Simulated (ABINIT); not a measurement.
# LiH (Fm-3m) in ABINIT: relaxation of cell and atoms with BLYP+D4

Aim: the relaxation of cell and atoms of LiH with BLYP+D4.

All numbers are computed with ABINIT 10.8.3 (patched build); they aren't measurements. Logs are shortened: lines on timing, memory, paths and dates and some standing lists are left out, and cuts for length are marked. The log counts tension as positive stress, the text compression.

### 1 The undisturbed crystal

Symmetry: Fm-3m, No. 225, cubic system. Conventional cell: a = 4.074 Å, b = 4.074 Å, c = 4.074 Å, α = 90.00°, β = 90.00°, γ = 90.00°. Li (site symmetry m-3m) is surrounded by 6 H at 2.04 Å. H (site symmetry m-3m) has 6 Li at 2.04 Å as nearest neighbours.

### 2 Relaxation of cell and atoms, BLYP+D4 (volume scaled by 0.96)

The input, run.py:

```python
import json, os
import numpy as np
from ase.optimize import BFGS
from ase.filters import FrechetCellFilter
from ase.units import GPa
from ase.calculators.mixing import SumCalculator
from dftd4.ase import DFTD4
from ase.calculators.abinit import Abinit, AbinitProfile
from ase.io import read

atoms = read('LiH.cif')

profile = AbinitProfile(command='abinit', pp_paths=[os.path.abspath('pseudos')])
params = dict(
    pps='upf', xc='PBE',
    chksymtnons=0,
    tolsym=1e-05,
    ecut=1006.8213,
    kptopt=1,
    ngkpt=[11, 11, 11],
    nshiftk=1,
    shiftk=[0.0, 0.0, 0.0],
    ixc=-106131,
    nband=6,
    occopt=7,
    tsmear=0.01,
    nstep=100,
    tolvrs=1e-10,
    prtwf=0,
    prtden=0,
    ecutsm=0.5,
)

atoms.calc = SumCalculator([Abinit(profile=profile, directory='run', **params), DFTD4(method='blyp')])
opt = BFGS(FrechetCellFilter(atoms), trajectory='opt.traj')
converged = opt.run(fmax=0.02, steps=30)
print('converged', converged)
print('cell (A)', np.round(atoms.cell[:], 5).tolist())
energy = atoms.get_potential_energy()
forces = atoms.get_forces()
stress = atoms.get_stress()
print(f'energy {energy:.6f} eV')
print('forces (eV/A)')
print(np.round(forces, 5))
print('stress (GPa, Voigt, tension positive)', np.round(stress / GPa, 4))
json.dump(dict(energy=energy, forces=forces.tolist(), stress=stress.tolist(), cell=atoms.cell.tolist(), frac=atoms.get_scaled_positions(wrap=False).tolist()), open('results.json', 'w'))
```

The input, LiH.cif:

```cif
data_LiH
_cell_length_a 2.84147038
_cell_length_b 2.84147038
_cell_length_c 2.84147038
_cell_angle_alpha 60.00000000
_cell_angle_beta 60.00000000
_cell_angle_gamma 60.00000000
_space_group_name_H-M_alt 'P1'
_space_group_name_Hall 'P 1'
_space_group_IT_number 1
loop_
_space_group_symop_operation_xyz
'x,y,z'
loop_
_atom_site_label
_atom_site_type_symbol
_atom_site_symmetry_multiplicity
_atom_site_Wyckoff_symbol
_atom_site_fract_x
_atom_site_fract_y
_atom_site_fract_z
_atom_site_occupancy
Li1 Li 1 a 0.0000000000 0.0000000000 0.0000000000 1
H1 H 1 a 0.5000000000 0.5000000000 0.5000000000 1
```

Potentials or basis: PseudoDojo NC SR PBE v0.4.1 standard.

Command:

```console
> python run.py
```

What it wrote:

```text
Step          Energy          fmax
BFGS:    0     -213.011214        0.102958
BFGS:    1     -213.011661        0.099397
BFGS:    2     -213.017674        0.002934
converged True
cell (A) [[2.78169, 1e-05, 1e-05], [1.39085, 2.40901, 1e-05], [1.39085, 0.80301, 2.27124]]
energy -213.017674 eV
forces (eV/A)
[[-0. -0.  0.]
 [ 0.  0. -0.]]
stress (GPa, Voigt, tension positive) [-0.0618 -0.0615 -0.0615 -0.0001 -0.0001 -0.0002]
```

abinit.in:

```text
chksymtnons 0
ecut 1006.8213 eV
ecutsm 0.5
ixc -106131
kptopt 1
natom 2
nband 6
ngkpt
11 11 11
nshiftk 1
nsppol 1
nstep 100
occopt 7
prtden 0
prtwf 0
shiftk
0.0 0.0 0.0
tolsym 1e-05
tolvrs 1e-10
tsmear 0.01 eV
#Definition of the unit cell
acell
1.00000000000000 1.00000000000000 1.00000000000000 Angstrom
rprim
2.78169156447968 0.00000784269379 0.00000554562196
1.39085257421189 2.40901163898541 0.00000554562197
1.39085257421189 0.80300910812433 2.27123610597118
chkprim 0 # Allow non-primitive cells
#Definition of the atom types
ntypat 2
znucl 1 3
#Enumerate different atomic species
typat
 2 1
pseudos "./pseudos/01_H.upf,
./pseudos/03_Li.upf"
#Definition of the atoms
xcart
0.00000000000000 0.00000000000000 0.00000000000000
5.25664805838448 3.03492717154343 2.14601758340565
chkexit 1 # abinit.exit file in the running directory terminates after the current SCF
```

abinit.abo:

```text
.Version 10.8.3 of ABINIT
 Symmetries : space group Fm -3 m (#225); Bravais cF (face-center cubic)
================================================================================
 Values of the parameters that define the memory need of the present run
     intxc =       0    ionmov =       0      iscf =       7    lmnmax =       4
     lnmax =       4     mgfft =      30  mpssoang =       2    mqgrid =    3001
     natom =       2  nloc_mem =       1    nspden =       1   nspinor =       1
    nsppol =       1      nsym =      48    n1xccc =       0    ntypat =       2
    occopt =       7   xclevel =       2
       mpw =        1118          nfft =       27000          nkpt =          56
================================================================================
================================================================================

--------------------------------------------------------------------------------
------------- Echo of variables that govern the present computation ------------
--------------------------------------------------------------------------------
 -outvars: echo values of preprocessed input variables --------
            acell      5.2566223887E+00  5.2566223887E+00  5.2566223887E+00 Bohr
              amu      1.00794000E+00  6.94100000E+00
          chkexit           1
          chkprim           0
      chksymtnons           0
             ecut      3.70000003E+01 Hartree
           ecutsm      5.00000000E-01 Hartree
                       outvar_i_n : Printing only first  50 k-points.
              ixc     -106131
                       outvar_i_n : Printing only first  50 k-points.
         kptrlatt       11    0    0      0   11    0      0    0   11
          kptrlen      5.78228463E+01
            natom           2
            nband           6
            ngfft          30      30      30
             nkpt          56
            nstep         100
             nsym          48
           ntypat           2
                       prtocc : prtvol=0, do not print more k-points.
           occopt           7
           prtden           0
            prtwf           0
            rprim      9.9999999999E-01  4.2291011697E-06 -7.3033718734E-12
                       4.9999633749E-01  8.6602751833E-01 -7.2944167967E-12
                       4.9999877917E-01  2.8867724915E-01  8.1649658092E-01
          spgroup         225
           tolvrs      1.00000000E-10
           tsmear      3.67493222E-04 Hartree
            typat      2  1
                       outvars : Printing only first  50 k-points.
           xangst      0.0000000000E+00  0.0000000000E+00  0.0000000000E+00
                       2.7816779805E+00  1.6060182162E+00  1.1356180530E+00
            xcart      0.0000000000E+00  0.0000000000E+00  0.0000000000E+00
                       5.2566095537E+00  3.0349345819E+00  2.1460071037E+00
             xred      0.0000000000E+00  0.0000000000E+00  0.0000000000E+00
                       5.0000000000E-01  5.0000000000E-01  5.0000000000E-01
            znucl        1.00000    3.00000

================================================================================

 chkinp: Checking input parameters for consistency.

================================================================================
== DATASET  1 ==================================================================

--- !DatasetInfo
iteration_state: {dtset: 1, }
dimensions: {natom: 2, nkpt: 56, mband: 6, nsppol: 1, nspinor: 1, nspden: 1, mpw: 1118, }
cutoff_energies: {ecut:  37.0, pawecutdg:  -1.0, }
electrons: {nelect:   4.00000000E+00, charge:   0.00000000E+00, occopt:   7.00000000E+00, tsmear:   3.67493222E-04, }
meta: {optdriver: 0, ionmov: 0, optcell: 0, iscf: 7, paral_kgb: 0, }
...

 Real(R)+Recip(G) space primitive vectors, cartesian coordinates (Bohr,Bohr^-1):
 R(1)=  5.2566224  0.0000222  0.0000000  G(1)=  0.1902367 -0.1098321 -0.0776636
 R(2)=  2.6282919  4.5523796  0.0000000  G(2)= -0.0000009  0.2196659 -0.0776636
[... 48 lines left out ...]
- [  5.2566224,   0.0000222,  -0.0000000, ]
- [  2.6282919,   4.5523796,  -0.0000000, ]
- [  2.6283048,   1.5174673,   4.2920142, ]
lattice_lengths: [   5.25662,    5.25662,    5.25662, ]
lattice_angles: [ 60.000,  60.000,  60.000, ] # degrees, (23, 13, 12)
lattice_volume:   1.0270825E+02
convergence: {deltae:  4.619E-14, res2:  1.497E-12, residm:  6.683E-06, diffor: null, }
etotal    :  -7.81815739E+00
entropy   :   0.00000000E+00
fermie    :   1.33939041E-01
cartesian_stress_tensor: # hartree/bohr^3
- [ -9.64437490E-05,   0.00000000E+00,   0.00000000E+00, ]
- [  0.00000000E+00,  -9.64437490E-05,   0.00000000E+00, ]
- [  0.00000000E+00,   0.00000000E+00,  -9.64437490E-05, ]
pressure_GPa:   2.8375E+00
xred      :
- [  0.0000E+00,   0.0000E+00,   0.0000E+00, Li]
- [  5.0000E-01,   5.0000E-01,   5.0000E-01,  H]
cartesian_forces: # hartree/bohr
- [ -0.00000000E+00,  -0.00000000E+00,  -0.00000000E+00, ]
- [ -0.00000000E+00,  -0.00000000E+00,  -0.00000000E+00, ]
force_length_stats: {min:   0.00000000E+00, max:   0.00000000E+00, mean:   0.00000000E+00, }
...

 Integrated electronic density in atomic spheres:
 ------------------------------------------------
 Atom  Sphere_radius  Integrated_density
    1        2.00000          2.28541906
    2        2.00000          1.34017778
================================================================================

 ----iterations are completed or convergence reached----

 Mean square residual over all n,k,spin=   27.192E-09; max=  66.829E-07
 reduced coordinates (array xred) for    2 atoms
       0.000000000000      0.000000000000      0.000000000000
       0.500000000000      0.500000000000      0.500000000000
 rms dE/dt=  0.0000E+00; max dE/dt=  0.0000E+00; dE/dt below (all hartree)
    1       0.000000000000      0.000000000000      0.000000000000
    2       0.000000000000      0.000000000000      0.000000000000

 cartesian coordinates (angstrom) at end:
    1      0.00000000000000     0.00000000000000     0.00000000000000
    2      2.78167798054386     1.60601821623428     1.13561805296530

 cartesian forces (hartree/bohr) at end:
    1     -0.00000000000000    -0.00000000000000    -0.00000000000000
    2     -0.00000000000000    -0.00000000000000    -0.00000000000000
 frms,max,avg= 0.0000000E+00 0.0000000E+00   0.000E+00  0.000E+00  0.000E+00 h/b

 cartesian forces (eV/Angstrom) at end:
    1     -0.00000000000000    -0.00000000000000    -0.00000000000000
    2     -0.00000000000000    -0.00000000000000    -0.00000000000000
 frms,max,avg= 0.0000000E+00 0.0000000E+00   0.000E+00  0.000E+00  0.000E+00 e/A
 length scales=  5.256622388679  5.256622388679  5.256622388679 bohr
              =  2.781684772524  2.781684772524  2.781684772524 angstroms
 Fermi (or HOMO) energy (hartree) =   0.13394   Average Vxc (hartree)=  -0.29714
 Eigenvalues (hartree) for nkpt=  56  k points:
 kpt#   1, nband=  6, wtk=  0.00075, kpt=  0.0000  0.0000  0.0000 (reduced coord)
  -1.62661   -0.18825    0.63785    0.68977    0.68977    0.68977
      occupation numbers for kpt#   1
   2.00000    2.00000    0.00000    0.00000    0.00000    0.00000
 prteigrs : prtvol=0 or 1, do not print more k-points.

--- !EnergyTerms
iteration_state     : {dtset: 1, }
comment             : Components of total free energy in Hartree
kinetic             :  5.84380617879404E+00
hartree             :  1.60767344404129E+00
xc                  : -2.07744243853155E+00
Ewald energy        : -3.52348076107143E+00
psp_core            :  1.20943343236568E-01
local_psp           : -5.05465182978559E+00
non_local_psp       : -4.73500532524729E+00
internal            : -7.81815738856397E+00
'-kT*entropy'       : -1.44056061340446E-19
total_energy        : -7.81815738856397E+00
total_energy_eV     : -2.12742900432084E+02
band_energy         : -3.39961501480949E+00
...

 Cartesian components of stress tensor (hartree/bohr^3)
  sigma(1 1)= -9.64437490E-05  sigma(3 2)=  0.00000000E+00
  sigma(2 2)= -9.64437490E-05  sigma(3 1)=  0.00000000E+00
  sigma(3 3)= -9.64437490E-05  sigma(2 1)=  0.00000000E+00

-Cartesian components of stress tensor (GPa)         [Pressure=  2.8375E+00 GPa]
- sigma(1 1)= -2.83747306E+00  sigma(3 2)=  0.00000000E+00
- sigma(2 2)= -2.83747306E+00  sigma(3 1)=  0.00000000E+00
- sigma(3 3)= -2.83747306E+00  sigma(2 1)=  0.00000000E+00

== END DATASET(S) ==============================================================
================================================================================

 -outvars: echo values of variables after computation  --------
            acell      5.2566223887E+00  5.2566223887E+00  5.2566223887E+00 Bohr
           etotal     -7.8181573886E+00
            fcart     -0.0000000000E+00 -0.0000000000E+00 -0.0000000000E+00
                      -0.0000000000E+00 -0.0000000000E+00 -0.0000000000E+00
            rprim      9.9999999999E-01  4.2291011697E-06 -7.3033718734E-12
                       4.9999633749E-01  8.6602751833E-01 -7.2944167967E-12
                       4.9999877917E-01  2.8867724915E-01  8.1649658092E-01
           strten     -9.6443749008E-05 -9.6443749008E-05 -9.6443749008E-05
                       0.0000000000E+00  0.0000000000E+00  0.0000000000E+00
           xangst      0.0000000000E+00  0.0000000000E+00  0.0000000000E+00
                       2.7816779805E+00  1.6060182162E+00  1.1356180530E+00
             xred      0.0000000000E+00  0.0000000000E+00  0.0000000000E+00
                       5.0000000000E-01  5.0000000000E-01  5.0000000000E-01
 Calculation completed.
```

Wall time 27 s (1 thread of Intel Xeon Platinum 8488C (Sapphire Rapids), shared host); peak memory 0.09 GiB.

Results:

| Item | Value |
| --- | --- |
| Free energy | -213.0177 eV |
| Relaxed volume | 7.61 Å³/atom |
| Relaxed cell | a = 2.782 Å, b = 2.782 Å, c = 2.782 Å, α = 60.00°, β = 60.00°, γ = 60.00° |
| Space group after relaxing (to 0.05 Å) | Fm-3m (No. 225) |
| Energy gained by relaxing | 3.2 meV/atom |
| Ionic steps | 3 |
| Pressure after relaxing | 0.1 GPa |
| Band gap on the k mesh | 3.60 eV, direct |
| Valence electrons inside the program's atomic spheres | Li 2.29; H 1.34 |
| Dispersion energy per atom | -0.137 eV |

Step by step:
```tsv
step	energy change (eV)	largest force (eV/Å)	pressure (GPa)	volume (Å³)
1	0.0000	0.0000	-2.03	16.22
2	-0.0004	0.0000	-1.97	16.19
3	-0.0065	0.0000	0.06	15.22
```

Final structure:
```
CELL_PARAMETERS angstrom
2.78169 0.00001 0.00001
1.39085 2.40901 0.00001
1.39085 0.80301 2.27124
ATOMIC_POSITIONS crystal
Li 0.00000 0.00000 0.00000
H 0.50000 0.50000 0.50000
```

Levels at points of the mesh, in eV from the valence-band top:
| k point | band 1 | band 2 | band 3 | band 4 | band 5 |
| --- | --- | --- | --- | --- | --- |
| (0.00, 0.00, 0.00) | -44.51 | -5.37 | 17.11 | 18.52 | 18.52 |

Caveat: the log and the count of SCF iterations are those of the last ABINIT call alone; the potentials were made for another functional, which shifts forces and pressure; an odd mesh through Γ misses points on the zone boundary, where band edges often lie.
